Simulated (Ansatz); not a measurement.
Molecular dynamics on a 2×2×2 supercell (16 atoms) of PbS (rocksalt), relaxed with r2SCAN. Forces come from PBEsol in Ansatz 0.2.0: a Langevin thermostat at fixed volume, 600 K, steps of 1.5 fs. Computed, non-magnetic; the trajectory is short and the cell small, so nothing here is a converged average.

```yaml
crystal:
  lattice:
    - [0.0, 5.9744654327, 5.9744654327]
    - [5.9744654327, 0.0, 5.9744654327]
    - [5.9744654327, 5.9744654327, 0.0]
  atoms:
    - { symbol: Pb, position: [0.0, 0.0, 0.0] }
    - { symbol: S, position: [0.25, 0.25, 0.25] }
    - { symbol: Pb, position: [0.0, 0.0, 0.5] }
    - { symbol: S, position: [0.25, 0.25, 0.75] }
    - { symbol: Pb, position: [0.0, 0.5, 0.0] }
    - { symbol: S, position: [0.25, 0.75, 0.25] }
    - { symbol: Pb, position: [0.0, 0.5, 0.5] }
    - { symbol: S, position: [0.25, 0.75, 0.75] }
    - { symbol: Pb, position: [0.5, 0.0, 0.0] }
    - { symbol: S, position: [0.75, 0.25, 0.25] }
    - { symbol: Pb, position: [0.5, 0.0, 0.5] }
    - { symbol: S, position: [0.75, 0.25, 0.75] }
    - { symbol: Pb, position: [0.5, 0.5, 0.0] }
    - { symbol: S, position: [0.75, 0.75, 0.25] }
    - { symbol: Pb, position: [0.5, 0.5, 0.5] }
    - { symbol: S, position: [0.75, 0.75, 0.75] }
kpoints:
  mp_grid: { grid: [2, 2, 2] }
hamiltonian:
  xc: pbesol
scf:
  occupations: { method: fermi_dirac, width: 0.052 }
md:
  ensemble: nvt_langevin
  temperature: 600
  timestep: 1.5
  n_steps: 20
  initial_velocities: maxwell_boltzmann
  seed: 5494
```

Command: `ansatz run input.yaml --threads 4 --pin off --max-ram 3686MiB --backend cpu --events-out ev --progress --plain --runs-dir out`. It took 92 s on 4 threads of Arm Neoverse V1, on a shared host; peak host memory 1.5 GiB.

```csv
step,t (fs),T (K),free energy F from step 0 (meV/atom),kinetic energy (meV/atom),largest force (eV/Å)
0,0,562,0.0,72.7,0.00
1,1.5,545,0.1,70.5,0.08
2,3,491,0.5,63.5,0.16
3,4.5,487,1.1,62.9,0.24
4,6,413,1.8,53.4,0.31
5,7.5,439,2.7,56.8,0.37
6,9,438,3.8,56.7,0.44
7,10.5,438,5.0,56.6,0.50
8,12,424,6.3,54.8,0.55
9,13.5,443,7.7,57.3,0.60
10,15,442,9.2,57.1,0.64
11,16.5,449,10.9,58.1,0.68
12,18,435,12.7,56.2,0.72
13,19.5,395,14.6,51.1,0.76
14,21,373,16.6,48.2,0.79
15,22.5,348,18.4,45.0,0.83
16,24,366,20.3,47.3,0.86
17,25.5,317,22.1,41.0,0.88
18,27,330,23.7,42.6,0.90
19,28.5,324,25.2,41.8,0.92
20,30,300,26.5,38.8,0.93
```

The temperature goes from 562 K to 300 K in 30 fs. The thermostat hasn't had time to restore it. The atoms start on their lattice sites with kinetic energy alone, so much of it first passes into potential energy. By the last step the atoms have moved 0.14 Å in the root mean square, the drift of the whole cell taken out, 0.31 Å at most.

Positions (Å) and forces (eV/Å) at step 20:
```
Pb  -0.053   0.032  -0.001     0.116  -0.073   0.011
S    2.797   3.047   2.936     0.401  -0.524   0.601
Pb   2.979   2.933  -0.005     0.018   0.066   0.032
S    6.069   5.853   2.967    -0.178   0.535   0.328
Pb   3.002  -0.005   3.012    -0.040  -0.006  -0.028
S    5.961   2.998   5.892    -0.216   0.268   0.070
Pb   5.987   2.957   3.012     0.156   0.084  -0.052
S    9.025   6.048   5.891    -0.616   0.098   0.404
Pb   0.016   3.024   3.007    -0.158  -0.063   0.040
S    2.832   6.032   6.115     0.496  -0.105  -0.453
Pb   3.029   5.930   2.976    -0.032   0.069  -0.015
S    5.889   9.063   5.912     0.266  -0.307  -0.069
Pb   2.975   3.024   5.957    -0.040  -0.118  -0.030
S    5.999   6.116   9.015     0.095  -0.589  -0.198
Pb   5.962   5.964   5.958     0.077   0.043  -0.048
S    8.970   8.721   9.162    -0.346   0.623  -0.593
```
